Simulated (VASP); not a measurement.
TiO2 (Rutile):

```
CELL_PARAMETERS angstrom
4.59220 0.00000 0.00000
0.00000 4.59220 0.00000
0.00000 0.00000 2.95740
ATOMIC_POSITIONS crystal
Ti 0.00000 0.00000 0.00000
Ti 0.50000 0.50000 0.50000
O 0.30496 0.30496 0.00000
O 0.19504 0.80496 0.50000
O 0.69504 0.69504 0.00000
O 0.80496 0.19504 0.50000
```

Base run:

- Program: VASP 6.6.1
- Functional: r2SCAN
- Potentials or basis: VASP PAW PBE potentials, release 64 (Ti_sv, O)
- Cutoff: 520 eV
- k mesh: 5 × 5 × 8
- Occupations: fermi-dirac, width 0.02 eV
- Spin: no spin polarisation

Its results: band gap on the k mesh 2.24 eV, direct; pressure 1.5 GPa; largest force 0.085 eV/Å.

Q: The run is repeated on the same cell with these changes: functional from r2SCAN to LDA; potentials or basis from VASP PAW PBE potentials, release 64 (Ti_sv, O) to VASP PAW LDA potentials, release 64 (Ti_sv, O). What comes out?

A: Band gap on the k mesh 1.78 eV, direct; pressure -6.8 GPa; largest force 0.003 eV/Å.

Caveats: an odd mesh through Γ misses points on the zone boundary, where band edges often lie; the PAW data sets were made with another functional, which shifts forces and pressure a little (some runs).
